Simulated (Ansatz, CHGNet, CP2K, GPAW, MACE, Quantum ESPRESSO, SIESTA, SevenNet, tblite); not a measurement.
**Other levels on ScB2(011) slab (81 atoms)**

The cell holds 81 atoms: 27 Sc and 54 B. Its edges and angles: a = 9.450 Å, b = 14.171 Å, c = 19.031 Å, α = 90.0°, β = 90.0°, γ = 70.5°. It derives from ScB2 (P6/mmm (measured, COD)). P6/mmm (COD entry) ScB2 (cell 3.15, 3.15, 3.52, 90, 90, 120), (011) slab of 3 repeat layers, 3 x 3 surface cells, 14 Å of vacuum; atoms within 1.94 Å of the bottom held; every coordinate displaced by a Gaussian of 0.09 Å. Then every atom was moved at random, 0.05 Å r.m.s. a Cartesian component. Vacuum lies along c.

Geometry: as built.

The reference, a calculation:

```
method                 : Kohn-Sham DFT, PBE, SSSP efficiency 1.3.0 pseudopotentials, plane waves (Quantum ESPRESSO 7.5); sssp-pbe-1.3.0-efficiency, cutoffs 60/480 Ry, Γ point
r.m.s. force component : 1.457 eV/Å
longest force          : 4.955 eV/Å
time                   : 6.4 min on 4 MPI ranks of Arm Neoverse V2, shared host
CPU time               : 26 min
```

Q: Estimate the differences from the reference, the CPU time and the memory of each run.
- SIESTA RPBE, PBE potentials, DZP, shift 0.01 Ry, mesh 500 Ry (SIESTA 5.4.2; 2 MPI ranks)
- SevenNet l3i5 potential (SevenNet l3i5; 1 thread)
- MACE MP-0b2 small potential (MACE MP-0b2 small; 1 thread)
- CP2K PBE+D3(BJ), DZVP-MOLOPT-SR, 800/50 Ry, diagonalisation (CP2K 2026.2; 4 MPI ranks)
- GPAW PBE, LCAO sz(dzp), h 0.2 Å (GPAW 26.7.0; 1 thread)
- CP2K PBE, DZVP-MOLOPT-SR, 800/50 Ry, diagonalisation (CP2K 2026.2; 4 MPI ranks)
- SIESTA PBE, TZP, shift 0.01 Ry, mesh 500 Ry (SIESTA 5.4.2; 4 MPI ranks)
- SIESTA PBE, DZP, shift 0.01 Ry, mesh 500 Ry (SIESTA 5.4.2; 2 MPI ranks)
- tblite IPEA1-xTB (tblite 0.8.0; 1 thread)
- CHGNet r2SCAN potential (CHGNet r2SCAN; 1 thread)

Differences are against the plane-wave reference, forces as r.m.s. over components; share is that over the reference's r.m.s. force, slope the least-squares factor from reference forces to these. Total energies of different programs have different zeros and aren't compared.

| run | Δ force, r.m.s. (meV/Å) | share (%) | slope | cores | CPU time | memory (GiB) |
| --- | --- | --- | --- | --- | --- | --- |
| reference | - | - | - | 4 | 26 min | 6.5 |
| SIESTA RPBE, PBE potentials, DZP, shift 0.01 Ry, mesh 500 Ry | 164 | 11.3 | 1.034 | 2 | 17 min | 3.0 |
| SevenNet l3i5 potential | 319 | 21.9 | 0.983 | 1 | 8.8 s | 1.4 |
| MACE MP-0b2 small potential | 398 | 27.3 | 0.976 | 1 | 5.4 s | 0.67 |
| CP2K PBE+D3(BJ), DZVP-MOLOPT-SR, 800/50 Ry, diagonalisation | 43.4 | 2.98 | 1.002 | 4 | 21 min | 11 |
| GPAW PBE, LCAO sz(dzp), h 0.2 Å (coarse) | 251 | 17.2 | 1.087 | 1 | 3.6 min | 1.5 |
| CP2K PBE, DZVP-MOLOPT-SR, 800/50 Ry, diagonalisation | 18.0 | 1.23 | 1.003 | 4 | 21 min | 11 |
| SIESTA PBE, TZP, shift 0.01 Ry, mesh 500 Ry | 157 | 10.8 | 1.019 | 4 | 24 min | 3.8 |
| SIESTA PBE, DZP, shift 0.01 Ry, mesh 500 Ry | 170 | 11.7 | 1.030 | 2 | 18 min | 3.0 |
| tblite IPEA1-xTB | 1265 | 86.8 | 1.171 | 1 | 3.8 s | 0.15 |
| CHGNet r2SCAN potential | 451 | 30.9 | 0.867 | 1 | 3.9 s | 1.3 |

Rows marked coarse were listed beforehand as settings not expected to be converged; some can still land near the reference.

Times of the machine-learned potentials are mostly Python's start and the loading of weights.

CPU time is summed over cores on a shared host, where runs went side by side, so it is rough. Symmetry, cutoffs, thresholds, outputs and thread counts weren't matched or tuned between programs; memory under MPI is the largest rank's times the ranks.

The PBE runs in local orbitals, coarse settings apart, differ by 1.2 % (CP2K PBE, DZVP-MOLOPT-SR, 800/50 Ry, diagonalisation) to 12 % (SIESTA PBE, DZP, shift 0.01 Ry, mesh 500 Ry); basis, grid and potentials can all enter. Tight binding differs by 87 % (tblite IPEA1-xTB); it is another model, with fitted parameters of its own, and the xTB methods hold dispersion. Machine-learned potentials differ by 22 % (SevenNet l3i5 potential) to 31 % (CHGNet r2SCAN potential); they were trained on other programs' data, some at another functional. Rows with another functional or a dispersion term differ by 3.0 % (CP2K PBE+D3(BJ), DZVP-MOLOPT-SR, 800/50 Ry, diagonalisation) to 11 % (SIESTA RPBE, PBE potentials, DZP, shift 0.01 Ry, mesh 500 Ry), which mixes the change of model with differences of basis and potentials, some of them made for another functional. Periodic xTB results under one method name differ between programs and library versions. The electron count is odd in these runs, and they have no spin polarisation, so the unpaired electron is spread evenly over both spins. Machine-learned potentials mimic data converged in k, so the reference's own k-point error enters their differences. The published positions, changed by the recipe (random displacements or longer bonds to H), lie far from the minimum at this level of theory. The electronic-structure runs sample only Γ, in a cell whose shortest periodic width is 9 Å, which is coarse for a cell with partly filled levels.

[Logs are printed without paths, hosts, clocks, repeated set-up lines and the standing remarks that a program may print on its own settings, such as how far it seeks lower states.]

[Hosts, paths, dates, database ids (printed as entryN), source tags and the programs' standing remarks are cut or masked in the printed files.]
